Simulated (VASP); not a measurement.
# Sn (Fd-3m) in VASP: further runs

One crystal, Sn, is run at these levels: HSE06, PBEsol; tasks: band structure.

Everything below comes from runs of VASP 6.6.1. Logs are shortened: lines on timing, memory, paths and dates and some standing lists are left out, and cuts for length are marked.

**1. Starting point**

Symmetry: Fd-3m, No. 227, cubic system. The conventional cell has a = 6.537 Å, b = 6.537 Å, c = 6.537 Å, α = 90.00°, β = 90.00°, γ = 90.00°. Sn (site symmetry -43m) has 4 Sn at 2.83 Å as nearest neighbours.

The cell was built by a generator and needn't be a form met in nature.

**2. Band structure, HSE06, spin-orbit coupling, no magnetisation**

The input, POSCAR:

```
Sn                                      
1.0
    0.0000000000      3.2685833788      3.2685833788
    3.2685833788      0.0000000000      3.2685833788
    3.2685833788      3.2685833788      0.0000000000
  Sn            
     2
Direct
     0.0000000000000000    0.0000000000000000    0.0000000000000000
     0.2500000000000000    0.2500000000000000    0.2500000000000000
```

The input, INCAR.step1:

```
ALGO = Normal ; EDIFF = 1E-5
ENCUT = 520 ; GGA = PE
GGA_COMPAT = False ; ISIF = 2
ISMEAR = 0 ; KPAR = 2
LASPH = True ; LCHARG = False
LORBIT = 11 ; LREAL = False
LSORBIT = True ; LWAVE = True
MAGMOM = 0 0 0 0 0 0 ; NBANDS = 42
NELM = 80 ; PREC = Accurate
SIGMA = 0.03
```

The input, INCAR.step2:

```
ALGO = Normal ; EDIFF = 1E-6
ENCUT = 520 ; GGA = PE
GGA_COMPAT = False ; HFSCREEN = 0.2
ISIF = 2 ; ISMEAR = 0
ISTART = 1 ; KPAR = 2
LASPH = True ; LCHARG = False
LHFCALC = True ; LORBIT = 11
LREAL = False ; LSORBIT = True
LWAVE = False ; MAGMOM = 0 0 0 0 0 0
NBANDS = 42 ; NELM = 80
PREC = Accurate ; PRECFOCK = Fast
SIGMA = 0.03
```

The input, KPOINTS:

```
k-points
0
Gamma
  4 4 4
```

The input, KPOINTS_OPT:

```
explicit points
9
Reciprocal
 0.0000000000  0.0000000000  0.0000000000 1
 0.3750000000  0.3750000000  0.7500000000 1
 0.5000000000  0.5000000000  0.5000000000 1
 0.6250000000  0.2500000000  0.6250000000 1
 0.5000000000  0.2500000000  0.7500000000 1
 0.5000000000  0.0000000000  0.5000000000 1
 0.4000000000  0.0000000000  0.4000000000 1
 0.4250000000  0.0000000000  0.4250000000 1
 0.4500000000  0.0000000000  0.4500000000 1
```

Potentials or basis: VASP PAW PBE potentials, release 64 (Sn_d).

Launch:

```console
> cat potpaw_PBE.64/Sn_d/POTCAR > POTCAR
> cp INCAR.step1 INCAR
> mpirun -np 2 vasp_ncl > vasp.out
> cp INCAR.step2 INCAR
> mpirun -np 2 vasp_ncl > vasp.out
```

OUTCAR:

```text
EDIFF = 1E-6
   ENCUT = 520
   GGA = PE
   HFSCREEN = 0.2
   ISIF = 2
   ISMEAR = 0
   ISTART = 1
   LASPH = True
   LHFCALC = True
   LORBIT = 11
   LREAL = False
   LSORBIT = True
   NELM = 80
   PREC = Accurate
   PRECFOCK = Fast

 ion  position               nearest neighbor table
   1  0.000  0.000  0.000-   2 2.83   2 2.83   2 2.83   2 2.83
   2  0.250  0.250  0.250-   1 2.83   1 2.83   1 2.83   1 2.83

  LATTYP: Found a face centered cubic cell.
 ALAT       =     6.5371667576

  Lattice vectors:

 A1 = (   0.0000000000,   3.2685833788,   3.2685833788)
 A2 = (   3.2685833788,   0.0000000000,   3.2685833788)
 A3 = (   3.2685833788,   3.2685833788,   0.0000000000)

Analysis of symmetry for initial positions (statically):
=====================================================================
 Subroutine PRICEL returns:
 Original cell was already a primitive cell.

 Routine SETGRP: Setting up the symmetry group for a
 face centered cubic supercell.

 Subroutine GETGRP returns: Found 48 space group operations
 (whereof 24 operations were pure point group operations)
 out of a pool of 48 trial point group operations.

The static configuration has the point symmetry T_d .
 The point group associated with its full space group is O_h .

Analysis of symmetry for dynamics (positions and initial velocities):
=====================================================================
 Subroutine PRICEL returns:
 Original cell was already a primitive cell.

 Routine SETGRP: Setting up the symmetry group for a
 face centered cubic supercell.

 Subroutine GETGRP returns: Found 48 space group operations
 (whereof 24 operations were pure point group operations)
 out of a pool of 48 trial point group operations.

The dynamic configuration has the point symmetry T_d .
 The point group associated with its full space group is O_h .

Analysis of structural, dynamic, and magnetic symmetry:
=====================================================================
 Subroutine PRICEL returns:
 Original cell was already a primitive cell.

 Routine SETGRP: Setting up the symmetry group for a
 face centered cubic supercell.

 Subroutine GETGRP returns: Found 48 space group operations
 (whereof 24 operations were pure point group operations)
 out of a pool of 48 trial point group operations.

The overall configuration has the point symmetry T_d .
 The point group associated with its full space group is O_h .

 Subroutine INISYM returns: Found 48 space group operations
 (whereof 24 operations are pure point group operations),
 and found     1 'primitive' translations

----------------------------------------------------------------------------------------

                                     Primitive cell

  volume of cell :      69.8407

  direct lattice vectors                    reciprocal lattice vectors
     0.000000000  3.268583379  3.268583379    -0.152971469  0.152971469  0.152971469
     3.268583379  0.000000000  3.268583379     0.152971469 -0.152971469  0.152971469
     3.268583379  3.268583379  0.000000000     0.152971469  0.152971469 -0.152971469

  length of vectors
     4.622474944  4.622474944  4.622474944     0.264954356  0.264954356  0.264954356

  position of ions in fractional coordinates (direct lattice)
     0.000000000  0.000000000  0.000000000
     0.250000000  0.250000000  0.250000000

  ion indices of the primitive-cell ions
   primitive index   ion index
                 1           1
                 2           2

----------------------------------------------------------------------------------------

 KPOINTS: k-points

Automatic generation of k-mesh.
 Grid dimensions read from file:
 generate k-points for:    4    4    4

 Generating k-lattice:

  Cartesian coordinates                     Fractional coordinates (reciprocal lattice)
    -0.038242867  0.038242867  0.038242867     0.250000000  0.000000000  0.000000000
     0.038242867 -0.038242867  0.038242867     0.000000000  0.250000000  0.000000000
     0.038242867  0.038242867 -0.038242867     0.000000000  0.000000000  0.250000000

  Length of vectors
     0.066238589  0.066238589  0.066238589

[... 38 lines left out ...]
   EDIFFG = 0.1E-04   stopping-criterion for IOM
   NSW    =      0    number of steps for IOM
   IBRION =     -1    ionic relax: 0-MD 1-quasi-New 2-CG
   NFREE  =      0    steps in history (QN), initial steepest desc. (CG)
   ISIF   =      2    stress and relaxation
   ISYM   =      3    0-nonsym 1-usesym 2-fastsym
   POTIM  = 0.5000    time-step for ionic-motion
   TEBEG  =    0.0;   TEEND  =   0.0 temperature during run
   PSTRESS=    0.0 pullay stress
   NELECT =      28.0000    total number of electrons
   NUPDOWN=      -1.0000    fix difference up-down
   EMIN   =  10.00;   EMAX   =-10.00  energy-range for DOS
   EFERMI =   0.00;   METHOD = LEGACY
   ISMEAR =     0;   SIGMA  =   0.03  broadening in eV -4-tet -1-fermi 0-gaus
[... 48 lines left out ...]
 Fermi energy:         5.4798953097

 k-point     1 :       0.0000    0.0000    0.0000
  band No.  band energies     occupation
      1     -19.0898      1.00000
      2     -19.0898      1.00000
      3     -19.0898      1.00000
      4     -19.0898      1.00000
      5     -18.9974      1.00000
      6     -18.9974      1.00000
[... 333 lines left out ...]
     39      15.2187      0.00000
     40      15.2187      0.00000
 [bands above 40 left out]

------------------------ aborting loop because EDIFF is reached ----------------------------------------

  FORCE on cell =-STRESS in cart. coord.  units (eV):
  Direction    XX          YY          ZZ          XY          YZ          ZX
  --------------------------------------------------------------------------------------
  -------------------------------------------------------------------------------------
  Total        0.3451962      0.3451962      0.3451962      0.0000000      0.0000000      0.0000000
  in kB        7.9189558      7.9189558      7.9189558      0.0000000      0.0000000      0.0000000
  external PRESSURE =       7.9189558 kB  Pullay stress =       0.0000000 kB

 VOLUME and BASIS-vectors are now :
 -----------------------------------------------------------------------------
  energy-cutoff  :      520.00
  volume of cell :       69.84
      direct lattice vectors                 reciprocal lattice vectors
     0.000000000  3.268583379  3.268583379    -0.152971469  0.152971469  0.152971469
     3.268583379  0.000000000  3.268583379     0.152971469 -0.152971469  0.152971469
     3.268583379  3.268583379  0.000000000     0.152971469  0.152971469 -0.152971469

 POSITION                                       TOTAL-FORCE (eV/Angst)
 -----------------------------------------------------------------------------------
      0.00000      0.00000      0.00000         0.000000      0.000000      0.000000
      1.63429      1.63429      1.63429        -0.000000     -0.000000     -0.000000
 -----------------------------------------------------------------------------------
    total drift:                               -0.000002      0.000002     -0.000003

  FREE ENERGIE OF THE ION-ELECTRON SYSTEM (eV)
  ---------------------------------------------------
  free  energy   TOTEN  =        -9.0057267965 eV

  energy  without entropy=       -9.0051979032  energy(sigma->0) =       -9.00546235

 Spin-Orbit-Coupling matrix elements

 Ion:    1  E_soc:     -0.1060525
 l=   1
     0.0000000    -0.0117797    -0.0117798
    -0.0117797     0.0000000    -0.0117721
    -0.0117798    -0.0117721     0.0000000
 l=   2
     0.0000000    -0.0011844     0.0000000    -0.0011842    -0.0047140
    -0.0011844     0.0000000    -0.0035355    -0.0011842    -0.0011785
     0.0000000    -0.0035355     0.0000000    -0.0035355     0.0000000
    -0.0011842    -0.0011842    -0.0035355     0.0000000    -0.0011785
    -0.0047140    -0.0011785     0.0000000    -0.0011785     0.0000000
 l=   3
     0.0000000     0.0000000     0.0000000     0.0000000     0.0000000     0.0000000     0.0000000
     0.0000000     0.0000000     0.0000000     0.0000000     0.0000000     0.0000000     0.0000000
     0.0000000     0.0000000     0.0000000     0.0000000     0.0000000     0.0000000     0.0000000
     0.0000000     0.0000000     0.0000000     0.0000000     0.0000000     0.0000000     0.0000000
     0.0000000     0.0000000     0.0000000     0.0000000     0.0000000     0.0000000     0.0000000
     0.0000000     0.0000000     0.0000000     0.0000000     0.0000000     0.0000000     0.0000000
     0.0000000     0.0000000     0.0000000     0.0000000     0.0000000     0.0000000     0.0000000

 Ion:    2  E_soc:     -0.1060528
 l=   1
     0.0000000    -0.0117798    -0.0117798
    -0.0117798     0.0000000    -0.0117721
    -0.0117798    -0.0117721     0.0000000
 l=   2
     0.0000000    -0.0011844     0.0000000    -0.0011842    -0.0047140
    -0.0011844     0.0000000    -0.0035355    -0.0011842    -0.0011785
     0.0000000    -0.0035355     0.0000000    -0.0035355     0.0000000
    -0.0011842    -0.0011842    -0.0035355     0.0000000    -0.0011785
    -0.0047140    -0.0011785     0.0000000    -0.0011785     0.0000000
 l=   3
     0.0000000     0.0000000     0.0000000     0.0000000     0.0000000     0.0000000     0.0000000
     0.0000000     0.0000000     0.0000000     0.0000000     0.0000000     0.0000000     0.0000000
     0.0000000     0.0000000     0.0000000     0.0000000     0.0000000     0.0000000     0.0000000
     0.0000000     0.0000000     0.0000000     0.0000000     0.0000000     0.0000000     0.0000000
     0.0000000     0.0000000     0.0000000     0.0000000     0.0000000     0.0000000     0.0000000
     0.0000000     0.0000000     0.0000000     0.0000000     0.0000000     0.0000000     0.0000000
     0.0000000     0.0000000     0.0000000     0.0000000     0.0000000     0.0000000     0.0000000

 total charge

# of ion       s       p       d       tot
------------------------------------------
    1        1.160   1.259   9.971  12.389
    2        1.160   1.259   9.971  12.389
--------------------------------------------------
tot          2.319   2.517  19.942  24.778

 magnetization (x)

# of ion       s       p       d       tot
------------------------------------------
    1       -0.000   0.000   0.000   0.000
    2        0.000   0.000   0.000   0.000
--------------------------------------------------
tot          0.000   0.000   0.000   0.000

 magnetization (y)

# of ion       s       p       d       tot
------------------------------------------
    1        0.000  -0.000   0.000  -0.000
    2       -0.000  -0.000   0.000  -0.000
--------------------------------------------------
tot         -0.000  -0.000   0.000  -0.000

 magnetization (z)

# of ion       s       p       d       tot
------------------------------------------
    1       -0.000  -0.000   0.000  -0.000
    2        0.000  -0.000   0.000  -0.000
--------------------------------------------------
tot          0.000  -0.000   0.000  -0.000
```

Run time: 36 min. Hardware: 2 MPI ranks of Intel Xeon 6975P-C (Granite Rapids), shared host; peak memory 0.49 GiB.

What came out:

- Free energy: -9.0057 eV
- Pressure: 0.8 GPa
- Valence electrons inside the program's atomic spheres: Sn 12.39

Caveat: the k mesh is coarse (spacing up to 0.42 Å⁻¹), so the values aren't converged, least of all with exact exchange; the PAW data sets were made with another functional, which shifts forces and pressure a little.

**3. Band structure, PBEsol**

The input, INCAR:

```
SYSTEM = Sn
PREC = Accurate
ENCUT = 520
EDIFF = 1E-6
ISMEAR = 0
SIGMA = 0.03
LREAL = .False.
LASPH = .True.
NELM = 80
ALGO = Normal
ISIF = 2
LWAVE = .False.
LCHARG = .False.
GGA = PS
NBANDS = 21
ICORELEVEL = 1
```

The input, KPOINTS:

```
Automatic mesh
0
Gamma
  10 10 10
  0 0 0
```

The input, POSCAR:

```
Sn                                      
1.0
    0.0000000000      3.2685833775      3.2685833775
    3.2685833775      0.0000000000      3.2685833775
    3.2685833775      3.2685833775      0.0000000000
  Sn            
     2
Direct
     0.0000000000000000    0.0000000000000000    0.0000000000000000
     0.2500000000000000    0.2500000000000000    0.2500000000000000
```

The input, KPOINTS_OPT:

```
explicit points
109
Reciprocal
 0.0000000000  0.0000000000  0.0000000000 1
 0.0555555556  0.0000000000  0.0555555556 1
 0.1111111111  0.0000000000  0.1111111111 1
 0.1666666667  0.0000000000  0.1666666667 1
 0.2222222222  0.0000000000  0.2222222222 1
 0.2777777778  0.0000000000  0.2777777778 1
 0.3333333333  0.0000000000  0.3333333333 1
 0.3888888889  0.0000000000  0.3888888889 1
 0.4444444444  0.0000000000  0.4444444444 1
 0.5000000000  0.0000000000  0.5000000000 1
 0.5000000000  0.0000000000  0.5000000000 1
 0.5000000000  0.0277777778  0.5277777778 1
 0.5000000000  0.0555555556  0.5555555556 1
 0.5000000000  0.0833333333  0.5833333333 1
 0.5000000000  0.1111111111  0.6111111111 1
 0.5000000000  0.1388888889  0.6388888889 1
 0.5000000000  0.1666666667  0.6666666667 1
 0.5000000000  0.1944444444  0.6944444444 1
 0.5000000000  0.2222222222  0.7222222222 1
 0.5000000000  0.2500000000  0.7500000000 1
 0.5000000000  0.2500000000  0.7500000000 1
 0.4861111111  0.2638888889  0.7500000000 1
 0.4722222222  0.2777777778  0.7500000000 1
 0.4583333333  0.2916666667  0.7500000000 1
 0.4444444444  0.3055555556  0.7500000000 1
 0.4305555556  0.3194444444  0.7500000000 1
 0.4166666667  0.3333333333  0.7500000000 1
 0.4027777778  0.3472222222  0.7500000000 1
 0.3888888889  0.3611111111  0.7500000000 1
 0.3750000000  0.3750000000  0.7500000000 1
 0.3750000000  0.3750000000  0.7500000000 1
 0.3333333333  0.3333333333  0.6666666667 1
 0.2916666667  0.2916666667  0.5833333333 1
 0.2500000000  0.2500000000  0.5000000000 1
 0.2083333333  0.2083333333  0.4166666667 1
 0.1666666667  0.1666666667  0.3333333333 1
 0.1250000000  0.1250000000  0.2500000000 1
 0.0833333333  0.0833333333  0.1666666667 1
 0.0416666667  0.0416666667  0.0833333333 1
 0.0000000000  0.0000000000  0.0000000000 1
 0.0000000000  0.0000000000  0.0000000000 1
 0.0555555556  0.0555555556  0.0555555556 1
 0.1111111111  0.1111111111  0.1111111111 1
 0.1666666667  0.1666666667  0.1666666667 1
 0.2222222222  0.2222222222  0.2222222222 1
 0.2777777778  0.2777777778  0.2777777778 1
 0.3333333333  0.3333333333  0.3333333333 1
 0.3888888889  0.3888888889  0.3888888889 1
 0.4444444444  0.4444444444  0.4444444444 1
 0.5000000000  0.5000000000  0.5000000000 1
 0.5000000000  0.5000000000  0.5000000000 1
 0.5138888889  0.4722222222  0.5138888889 1
 0.5277777778  0.4444444444  0.5277777778 1
 0.5416666667  0.4166666667  0.5416666667 1
 0.5555555556  0.3888888889  0.5555555556 1
 0.5694444444  0.3611111111  0.5694444444 1
 0.5833333333  0.3333333333  0.5833333333 1
 0.5972222222  0.3055555556  0.5972222222 1
 0.6111111111  0.2777777778  0.6111111111 1
 0.6250000000  0.2500000000  0.6250000000 1
 0.6250000000  0.2500000000  0.6250000000 1
 0.6111111111  0.2500000000  0.6388888889 1
 0.5972222222  0.2500000000  0.6527777778 1
 0.5833333333  0.2500000000  0.6666666667 1
 0.5694444444  0.2500000000  0.6805555556 1
 0.5555555556  0.2500000000  0.6944444444 1
 0.5416666667  0.2500000000  0.7083333333 1
 0.5277777778  0.2500000000  0.7222222222 1
 0.5138888889  0.2500000000  0.7361111111 1
 0.5000000000  0.2500000000  0.7500000000 1
 0.5000000000  0.2500000000  0.7500000000 1
 0.5000000000  0.2777777778  0.7222222222 1
 0.5000000000  0.3055555556  0.6944444444 1
 0.5000000000  0.3333333333  0.6666666667 1
 0.5000000000  0.3611111111  0.6388888889 1
 0.5000000000  0.3888888889  0.6111111111 1
 0.5000000000  0.4166666667  0.5833333333 1
 0.5000000000  0.4444444444  0.5555555556 1
 0.5000000000  0.4722222222  0.5277777778 1
 0.5000000000  0.5000000000  0.5000000000 1
 0.5000000000  0.5000000000  0.5000000000 1
 0.4861111111  0.4861111111  0.5277777778 1
 0.4722222222  0.4722222222  0.5555555556 1
 0.4583333333  0.4583333333  0.5833333333 1
 0.4444444444  0.4444444444  0.6111111111 1
 0.4305555556  0.4305555556  0.6388888889 1
 0.4166666667  0.4166666667  0.6666666667 1
 0.4027777778  0.4027777778  0.6944444444 1
 0.3888888889  0.3888888889  0.7222222222 1
 0.3750000000  0.3750000000  0.7500000000 1
 0.6250000000  0.2500000000  0.6250000000 1
 0.6111111111  0.2222222222  0.6111111111 1
 0.5972222222  0.1944444444  0.5972222222 1
 0.5833333333  0.1666666667  0.5833333333 1
 0.5694444444  0.1388888889  0.5694444444 1
 0.5555555556  0.1111111111  0.5555555556 1
 0.5416666667  0.0833333333  0.5416666667 1
 0.5277777778  0.0555555556  0.5277777778 1
 0.5138888889  0.0277777778  0.5138888889 1
 0.5000000000  0.0000000000  0.5000000000 1
 0.0000000000  0.0000000000  0.0000000000 1
 0.3750000000  0.3750000000  0.7500000000 1
 0.5000000000  0.5000000000  0.5000000000 1
 0.6250000000  0.2500000000  0.6250000000 1
 0.5000000000  0.2500000000  0.7500000000 1
 0.5000000000  0.0000000000  0.5000000000 1
 0.4000000000  0.0000000000  0.4000000000 1
 0.4250000000  0.0000000000  0.4250000000 1
 0.4500000000  0.0000000000  0.4500000000 1
```

Potentials or basis: VASP PAW PBE potentials, release 64 (Sn_d).

Launch:

```console
> cat potpaw_PBE.64/Sn_d/POTCAR > POTCAR
> mpirun -np 1 vasp_std > vasp.out
```

Wall time 50 s (1 thread of Intel Xeon 6975P-C (Granite Rapids), shared host); peak memory 0.25 GiB.

Results (log left out):

| Item | Value |
| --- | --- |
| Free energy | -8.4627 eV |
| Pressure | 0.0 GPa |
| Band gap along the path | none (metal or under the smearing width) |

Levels at the corners of the path, in eV from the Fermi level:
```tsv
point	band 11	band 12	band 13	band 14	band 15	band 16	band 17	band 18
Γ	-10.41	-0.77	0.16	0.16	0.16	2.22	2.22	2.22
X	-7.38	-7.38	-2.32	-2.32	0.86	0.86	7.65	7.65
X	-7.38	-7.38	-2.32	-2.32	0.86	0.86	7.65	7.65
W	-7.33	-7.33	-2.89	-2.89	3.41	3.41	4.05	4.05
W	-7.33	-7.33	-2.89	-2.89	3.41	3.41	4.05	4.05
K	-7.78	-6.91	-3.22	-1.97	1.13	3.37	5.70	5.99
K	-7.78	-6.91	-3.22	-1.97	1.13	3.37	5.70	5.99
Γ	-10.41	-0.77	0.16	0.16	0.16	2.22	2.22	2.22
Γ	-10.41	-0.77	0.16	0.16	0.16	2.22	2.22	2.22
L	-8.83	-6.16	-1.01	-1.01	-0.03	3.28	3.28	5.62
L	-8.83	-6.16	-1.01	-1.01	-0.03	3.28	3.28	5.62
U	-7.78	-6.91	-3.22	-1.97	1.13	3.37	5.70	5.99
U	-7.78	-6.91	-3.22	-1.97	1.13	3.37	5.70	5.99
W	-7.33	-7.33	-2.89	-2.89	3.41	3.41	4.05	4.05
W	-7.33	-7.33	-2.89	-2.89	3.41	3.41	4.05	4.05
L	-8.83	-6.16	-1.01	-1.01	-0.03	3.28	3.28	5.62
L	-8.83	-6.16	-1.01	-1.01	-0.03	3.28	3.28	5.62
K	-7.78	-6.91	-3.22	-1.97	1.13	3.37	5.70	5.99
U	-7.78	-6.91	-3.22	-1.97	1.13	3.37	5.70	5.99
X	-7.38	-7.38	-2.32	-2.32	0.86	0.86	7.65	7.65
```

Core levels (eV, on the scale of the bands):
| atom | levels |
| --- | --- |
| 1 Sn | 1s -28997.7, 2s -4369.2, 2p -3920.8, 3s -835.4, 3p -688.9, 3d -463.6, 4s -124.2, 4p -80.0 |
| 2 Sn | 1s -28997.7, 2s -4369.2, 2p -3920.8, 3s -835.4, 3p -688.9, 3d -463.6, 4s -124.2, 4p -80.0 |

Caveat: the PAW data sets were made with another functional, which shifts forces and pressure a little; spin-orbit coupling is left out, which moves the levels of the heavy elements.
